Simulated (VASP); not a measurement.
# CdS (Fm-3m) in VASP: notebook

One crystal, CdS, is run at these levels: PBE0(alpha); tasks: single point.

Program: VASP 6.6.1. These are calculated values, not measurements. Logs are shortened: lines on timing, memory, paths and dates and some standing lists are left out, and cuts for length are marked.

### Step 1. The crystal as given

Symmetry: Fm-3m, No. 225, cubic system. Conventional cell: a = 5.506 Å, b = 5.506 Å, c = 5.506 Å, α = 90.00°, β = 90.00°, γ = 90.00°. Cd (site symmetry m-3m) has 6 S at 2.75 Å as nearest neighbours. Around S (site symmetry m-3m) lie 6 Cd at 2.75 Å.

Measurements of this composition are mostly on another form, of space group No. 186.

### Step 2. Single point, PBE0(alpha)

Contents of POSCAR:

```
CdS
1.0
    0.0000000000      2.7532440000      2.7532440000
    2.7532440000      0.0000000000      2.7532440000
    2.7532440000      2.7532440000      0.0000000000
Cd S
1 1
Direct
    0.0000000000      0.0000000000      0.0000000000
    0.5000000000      0.5000000000      0.5000000000
```

Contents of INCAR.step1:

```
PREC = Accurate ; ENCUT = 520
EDIFF = 1E-5 ; ISMEAR = -1
SIGMA = 0.05 ; LREAL = F
LASPH = T ; NELM = 60
ALGO = Normal ; ISIF = 2
LWAVE = T ; LCHARG = F
GGA = PE
```

Contents of INCAR.step2:

```
PREC = Accurate ; ENCUT = 520
EDIFF = 1E-6 ; ISMEAR = -1
SIGMA = 0.05 ; LREAL = F
LASPH = T ; NELM = 60
ALGO = Normal ; ISIF = 2
LWAVE = F ; LCHARG = F
GGA = PE ; LHFCALC = T
AEXX = 0.05 ; PRECFOCK = Fast
HFRCUT = -1 ; ISTART = 1
```

Contents of KPOINTS:

```
regular mesh
0
Gamma
  4 4 4
```

Potentials or basis: VASP PAW PBE potentials, release 64 (Cd, S).

On the command line:

```sh
$ cat potpaw_PBE.64/Cd/POTCAR potpaw_PBE.64/S/POTCAR > POTCAR
$ cp INCAR.step1 INCAR
$ mpirun -np 1 vasp_std > vasp.out
$ cp INCAR.step2 INCAR
$ mpirun -np 1 vasp_std > vasp.out
```

OUTCAR:

```text
PREC = Accurate
   ENCUT = 520
   EDIFF = 1E-6
   ISMEAR = -1
   LREAL = F
   LASPH = T
   NELM = 60
   ISIF = 2
   GGA = PE
   LHFCALC = T
   AEXX = 0.05
   PRECFOCK = Fast
   ISTART = 1

 ion  position               nearest neighbor table
   1  0.000  0.000  0.000-   2 2.75   2 2.75   2 2.75   2 2.75   2 2.75   2 2.75
   2  0.500  0.500  0.500-   1 2.75   1 2.75   1 2.75   1 2.75   1 2.75   1 2.75

  LATTYP: Found a face centered cubic cell.
 ALAT       =     5.5064880000

  Lattice vectors:

 A1 = (   0.0000000000,   2.7532440000,   2.7532440000)
 A2 = (   2.7532440000,   0.0000000000,   2.7532440000)
 A3 = (   2.7532440000,   2.7532440000,   0.0000000000)

Analysis of symmetry for initial positions (statically):
=====================================================================
 Subroutine PRICEL returns:
 Original cell was already a primitive cell.

 Routine SETGRP: Setting up the symmetry group for a
 face centered cubic supercell.

 Subroutine GETGRP returns: Found 48 space group operations
 (whereof 48 operations were pure point group operations)
 out of a pool of 48 trial point group operations.

The static configuration has the point symmetry O_h .

Analysis of symmetry for dynamics (positions and initial velocities):
=====================================================================
 Subroutine PRICEL returns:
 Original cell was already a primitive cell.

 Routine SETGRP: Setting up the symmetry group for a
 face centered cubic supercell.

 Subroutine GETGRP returns: Found 48 space group operations
 (whereof 48 operations were pure point group operations)
 out of a pool of 48 trial point group operations.

The dynamic configuration has the point symmetry O_h .

 Subroutine INISYM returns: Found 48 space group operations
 (whereof 48 operations are pure point group operations),
 and found     1 'primitive' translations

----------------------------------------------------------------------------------------

                                     Primitive cell

  volume of cell :      41.7411

  direct lattice vectors                    reciprocal lattice vectors
     0.000000000  2.753244000  2.753244000    -0.181603955  0.181603955  0.181603955
     2.753244000  0.000000000  2.753244000     0.181603955 -0.181603955  0.181603955
     2.753244000  2.753244000  0.000000000     0.181603955  0.181603955 -0.181603955

  length of vectors
[... 82 lines left out ...]
   IALGO  =     38    algorithm
   IMIX   =      1    mixing-type and parameters
     AMIX     =   0.40;   BMIX     =  1.00
     AMIX_MAG =   1.60;   BMIX_MAG =  1.00
  volume/ion in A,a.u.               =      20.87       140.84
  Fermi-wavevector in a.u.,A,eV,Ry     =   1.236833  2.337275 20.813583  1.529755
  Thomas-Fermi vector in A             =   2.371425
   LORBIT       =      0    0 simple, 1 ext, 2 COOP (PROOUT), +10 PAW based schemes
   GGA     = PE    functional components
   LHFCALC =     T    Hartree Fock is set to
   PRECFOCK=fast      Normal, Fast or Accurate (Low or Medium for compatibility)
   ENCUT4O =  -1.0   cutoff for four orbital integrals eV
   NKREDX  =     1    reduce k-point grid by
   NKREDY  =     1    reduce k-point grid by
   NKREDZ  =     1    reduce k-point grid by
   AEXX    =    0.0500 exact exchange contribution
   HFSCREEN=    0.0000 screening length (either q_TF or 0.3 A-1)
   HFSCREENC=   0.0000 screening length for correlation (either q_TF or 0.3 A-1)
   ENCUTFOCK=  -1.0 apply spherical cutoff to Coloumb kernel
   IVDW    =     0    specifies the selected vdW correction
   LEPSILON=     F    determine dielectric tensor
   LRPA    =     F    only Hartree local field effects (RPA)
 non-spin polarized calculation
  energy-cutoff  :      520.00
  volume of cell :       41.74
 maximum number of plane-waves:      1158
 NGX is ok and might be reduce to    30
  NGX = 16; NGY = 16; NGZ = 16

 number of electron      18.0000005 magnetization

 Free energy of the ion-electron system (eV)
  ---------------------------------------------------
  ext. energy  EPLUGINS =         0.00000000
  ---------------------------------------------------
  free energy    TOTEN  =        -6.19689954 eV

  energy without entropy =       -6.19641285  energy(sigma->0) =       -6.19665620

 E-fermi :   2.8507     XC(G=0):  -9.8588

 val. band max:        2.5553487906   @ k =   0.5000   0.0000   0.0000
 cond. band min:       3.0917696607   @ k =   0.5000   0.5000   0.0000
 fundamental gap:      0.5364208701
 Fermi energy:         2.8507010016

 k-point     1 :       0.0000    0.0000    0.0000
  band No.  band energies     occupation
      1     -10.3656      2.00000
      2      -5.3322      2.00000
      3      -5.3322      2.00000
      4      -5.3294      2.00000
      5      -5.3294      2.00000
      6      -5.3294      2.00000
      7       1.8613      2.00000
      8       1.8613      2.00000
      9       1.8613      2.00000
     10       3.7010      0.00000
     11      12.1365      0.00000
     12      12.1365      0.00000
     13      12.1365      0.00000
[... 98 lines left out ...]
  band No.  band energies     occupation
      1      -9.3367      2.00000
      2      -5.4574      2.00000
      3      -5.3222      2.00000
      4      -5.3222      2.00000
      5      -5.0743      2.00000
      6      -4.5833      2.00000
      7      -0.6126      2.00000
      8      -0.6125      2.00000
      9      -0.2627      2.00000
     10       6.2405      0.00000
     11       9.6019      0.00000
     12      10.5711      0.00000
     13      10.5711      0.00000

------------------------ aborting loop because EDIFF is reached ----------------------------------------

  FORCE on cell =-STRESS in cart. coord.  units (eV):
  Direction    XX          YY          ZZ          XY          YZ          ZX
  --------------------------------------------------------------------------------------
  -------------------------------------------------------------------------------------
  Total       -0.0487877     -0.0487877     -0.0487877     -0.0000000      0.0000000     -0.0000000
  in kB       -1.8726492     -1.8726492     -1.8726492     -0.0000000      0.0000000     -0.0000000
  external PRESSURE =      -1.8726492 kB  Pullay stress =       0.0000000 kB

 VOLUME and BASIS-vectors are now :
 -----------------------------------------------------------------------------
  energy-cutoff  :      520.00
  volume of cell :       41.74
      direct lattice vectors                 reciprocal lattice vectors
     0.000000000  2.753244000  2.753244000    -0.181603955  0.181603955  0.181603955
     2.753244000  0.000000000  2.753244000     0.181603955 -0.181603955  0.181603955
     2.753244000  2.753244000  0.000000000     0.181603955  0.181603955 -0.181603955

 POSITION                                       TOTAL-FORCE (eV/Angst)
 -----------------------------------------------------------------------------------
      0.00000      0.00000      0.00000        -0.000000      0.000000     -0.000000
      2.75324      2.75324      2.75324         0.000000     -0.000000      0.000000
 -----------------------------------------------------------------------------------
    total drift:                                0.000000      0.000000      0.000000

  FREE ENERGIE OF THE ION-ELECTRON SYSTEM (eV)
  ---------------------------------------------------
  free  energy   TOTEN  =        -6.1968995449 eV

  energy  without entropy=       -6.1964128541  energy(sigma->0) =       -6.19665620
```

OUTCAR.step1:

```text
PREC = Accurate
   ENCUT = 520
   EDIFF = 1E-5
   ISMEAR = -1
   LREAL = F
[... 332 lines left out ...]
      0.00000      0.00000      0.00000         0.000000      0.000000      0.000000
      2.75324      2.75324      2.75324        -0.000000     -0.000000     -0.000000
 -----------------------------------------------------------------------------------
    total drift:                               -0.000000      0.000000      0.000000

  FREE ENERGIE OF THE ION-ELECTRON SYSTEM (eV)
  ---------------------------------------------------
  free  energy   TOTEN  =        -5.8012054154 eV

  energy  without entropy=       -5.7959520420  energy(sigma->0) =       -5.79857873
```

OSZICAR.step1:

```text
N       E                     dE             d eps       ncg     rms          rms(c)
DAV:   1     0.106652073410E+03    0.10665E+03   -0.93742E+03   216   0.130E+03
DAV:   2    -0.200724365015E+01   -0.10866E+03   -0.10362E+03   233   0.298E+02
DAV:   3    -0.639507003277E+01   -0.43878E+01   -0.43754E+01   253   0.624E+01
DAV:   4    -0.641951323670E+01   -0.24443E-01   -0.24440E-01   218   0.462E+00
DAV:   5    -0.641978216210E+01   -0.26893E-03   -0.26892E-03   253   0.485E-01    0.712E+00
DAV:   6    -0.582952577471E+01    0.59026E+00   -0.11250E+00   244   0.141E+01    0.602E+00
DAV:   7    -0.580228415881E+01    0.27242E-01   -0.20938E-01   223   0.376E+00    0.323E+00
DAV:   8    -0.580172023632E+01    0.56392E-03   -0.23943E-02   213   0.230E+00    0.343E-01
DAV:   9    -0.580113502160E+01    0.58521E-03   -0.36306E-03   238   0.887E-01    0.787E-02
DAV:  10    -0.580117712839E+01   -0.42107E-04   -0.37942E-04   218   0.205E-01    0.607E-02
DAV:  11    -0.580121193473E+01   -0.34806E-04   -0.52617E-05   213   0.787E-02    0.430E-02
DAV:  12    -0.580120541536E+01    0.65194E-05   -0.27295E-05   213   0.430E-02
   1 F= -.58012054E+01 E0= -.57985787E+01  d E =-.525337E-02
```

It took 77 s on 1 thread of Intel Xeon Platinum 8559C (Emerald Rapids), shared host; peak memory 0.16 GiB.

Results:

```yaml
Free_energy: -6.1969 eV
Pressure: -0.2 GPa
Band_gap_on_the_k_mesh: 0.54 eV, indirect (least direct gap 1.84 eV)
```

Levels at points of the mesh, in eV from the valence-band top:
```csv
k point,band 7,band 8,band 9,band 10,band 11,band 12
"(0.00, 0.00, 0.00)",-0.69,-0.69,-0.69,1.15,9.58,9.58
"(0.50, 0.00, 0.00)",-4.87,0.00,0.00,3.84,6.26,6.26
"(0.50, 0.50, 0.00)",-4.19,-2.09,-2.09,0.54,6.37,10.17
```

Caveat: the k mesh is coarse (spacing up to 0.49 Å⁻¹), so the values aren't converged, least of all with exact exchange; the PAW data sets were made with another functional, which shifts forces and pressure a little. A k mesh can miss the band edges.

### Step 3. Single point, PBE0(alpha)

POSCAR is that of step 2.

INCAR.step1 is that of step 2.

INCAR.step2: that of step 2 with these lines changed.

```diff
@@ -7,3 +7,3 @@
 GGA = PE ; LHFCALC = T
-AEXX = 0.05 ; PRECFOCK = Fast
+AEXX = 0.1 ; PRECFOCK = Fast
 HFRCUT = -1 ; ISTART = 1
```

KPOINTS is that of step 2.

Potentials or basis: VASP PAW PBE potentials, release 64 (Cd, S).

On the command line:

```sh
$ cat potpaw_PBE.64/Cd/POTCAR potpaw_PBE.64/S/POTCAR > POTCAR
$ cp INCAR.step1 INCAR
$ mpirun -np 1 vasp_std > vasp.out
$ cp INCAR.step2 INCAR
$ mpirun -np 1 vasp_std > vasp.out
```

Run time: 71 s. Hardware: 1 thread of Intel Xeon Platinum 8559C (Emerald Rapids), shared host; peak memory 0.17 GiB.

The run converged. Its results:

```
Free energy            : -6.6004 eV
Pressure               : -0.6 GPa
Band gap on the k mesh : 0.87 eV, indirect (least direct gap 2.18 eV)
```

Levels at points of the mesh, in eV from the valence-band top:
```csv
k point,band 5,band 6,band 7,band 8,band 9,band 10,band 11,band 12,band 13
"(0.00, 0.00, 0.00)",-8.13,-8.13,-0.69,-0.69,-0.69,1.49,9.96,9.96,9.96
"(0.50, 0.00, 0.00)",-7.94,-7.94,-4.95,0.00,0.00,4.17,6.63,6.63,7.57
"(0.50, 0.50, 0.00)",-7.88,-7.18,-4.27,-2.11,-2.11,0.87,6.70,10.61,12.03
```

Caveat: the k mesh is coarse (spacing up to 0.49 Å⁻¹), so the values aren't converged, least of all with exact exchange; the PAW data sets were made with another functional, which shifts forces and pressure a little. A k mesh can miss the band edges.

### Step 4. Single point, PBE0(alpha)

POSCAR is that of step 3.

INCAR.step1 is that of step 3.

INCAR.step2: that of step 3 with these lines changed.

```diff
@@ -7,3 +7,3 @@
 GGA = PE ; LHFCALC = T
-AEXX = 0.1 ; PRECFOCK = Fast
+AEXX = 0.15 ; PRECFOCK = Fast
 HFRCUT = -1 ; ISTART = 1
```

KPOINTS is that of step 3.

On the command line:

```sh
$ cat potpaw_PBE.64/Cd/POTCAR potpaw_PBE.64/S/POTCAR > POTCAR
$ cp INCAR.step1 INCAR
$ mpirun -np 1 vasp_std > vasp.out
$ cp INCAR.step2 INCAR
$ mpirun -np 1 vasp_std > vasp.out
```

It took 98 s on 1 thread of Intel Xeon Platinum 8559C (Emerald Rapids), shared host; peak memory 0.17 GiB.

The run converged. Its results:

```
Free energy            : -7.0101 eV
Pressure               : -1.0 GPa
Band gap on the k mesh : 1.22 eV, indirect (least direct gap 2.54 eV)
```

Levels at points of the mesh, in eV from the valence-band top:
```csv
k point,band 6,band 7,band 8,band 9,band 10,band 11,band 12,band 13
"(0.00, 0.00, 0.00)",-8.37,-0.70,-0.70,-0.70,1.84,10.34,10.34,10.34
"(0.50, 0.00, 0.00)",-8.18,-5.04,0.00,0.00,4.50,7.00,7.00,8.05
"(0.50, 0.50, 0.00)",-7.41,-4.34,-2.14,-2.14,1.22,7.03,11.05,12.50
```

Caveat: the k mesh is coarse (spacing up to 0.49 Å⁻¹), so the values aren't converged, least of all with exact exchange; the PAW data sets were made with another functional, which shifts forces and pressure a little. A k mesh can miss the band edges.

### Step 5. The reference run

An earlier run on the cell as given: functional PBE; potentials or basis VASP PAW PBE potentials, release 64 (Cd, S); cutoff 520 eV; k mesh 8 × 8 × 8; occupations fermi-dirac, width 0.05 eV; no spin polarisation.

* Pressure: -0.1 GPa
* Band gap on the k mesh: 0.26 eV, indirect (least direct gap 1.53 eV)

### Step 6. Overview

| level | k mesh | share of exact exchange | grid for exact exchange (PRECFOCK) | exchange at q = 0 | mesh quality | gap on the mesh (eV) | pressure (GPa) |
| --- | --- | --- | --- | --- | --- | --- | --- |
| PBE0(alpha) | 4 × 4 × 4 | 0.05 | Fast | truncated | coarse | 0.54 | -0.2 |
| PBE0(alpha) | 4 × 4 × 4 | 0.1 | Fast | truncated | coarse | 0.87 | -0.6 |
| PBE0(alpha) | 4 × 4 × 4 | 0.15 | Fast | truncated | coarse | 1.22 | -1.0 |
| PBE | 8 × 8 × 8 | - | - | - | not flagged | 0.26 | -0.1 |

Alike in all rows: task single point; potentials or basis VASP PAW PBE potentials, release 64 (Cd, S); no spin polarisation; cell as given; cutoff (eV) 520; smearing fermi-dirac 0.05 eV.

Caveats: some runs use coarse meshes; the PAW data sets were made with another functional, which shifts forces and pressure a little (some runs).

Absolute energies hang on the potentials; compare differences alone.
